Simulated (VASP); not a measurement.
## MoS2: single point with r2SCAN

The system is MoS2.

```
CELL_PARAMETERS angstrom
1.58000 0.91221 6.15000
-1.58000 0.91221 6.15000
0.00000 -1.82443 6.15000
ATOMIC_POSITIONS crystal
Mo 0.00000 0.00000 0.00000
S 0.25000 0.25000 0.25000
S 0.41700 0.41700 0.41700
```

Measurements of this composition are mostly on another form, of space group No. 194.

```
Program                : VASP 6.6.1
Task                   : single point
Functional             : r2SCAN
Potentials or basis    : VASP PAW PBE potentials, release 64 (Mo_sv, S)
Cutoff                 : 520 eV
k mesh                 : 9 × 9 × 9
Occupations            : methfessel-paxton, width 0.05 eV
Spin                   : no spin polarisation
Dipole correction      : no
Further INCAR settings : ALGO = Normal; EDIFF = 1e-06; NBANDS = 20
```

| Quantity | Value |
| --- | --- |
| Pressure | 4.2 GPa |
| Largest force | 0.367 eV/Å |
| Band gap on the k mesh | 1.02 eV, indirect (least direct gap 1.83 eV) |

Forces in eV/Å, atoms in the order of the input:
```
Mo   0.000  0.000  0.087
S    0.000  0.000 -0.367
S    0.000  0.000  0.279
```

Stress tensor (GPa, compression positive):
```
3.96 0.00 0.00
0.00 3.96 0.00
0.00 0.00 4.77
```

Levels at points of the mesh, in eV from the valence-band top:
| k point | band 11 | band 12 | band 13 | band 14 | band 15 | band 16 |
| --- | --- | --- | --- | --- | --- | --- |
| (0.00, 0.00, 0.00) | -2.48 | -1.38 | -1.19 | 2.18 | 2.18 | 2.59 |

Wall time 12 min on 1 thread of Intel(R) Xeon(R) Platinum 8259CL CPU @ 2.50GHz (Skylake/Cascade Lake), on a shared host, peak memory 0.4 GiB.

Caveat: the PAW data sets were made with another functional, which shifts forces and pressure a little; an odd mesh through Γ misses points on the zone boundary, where band edges often lie.
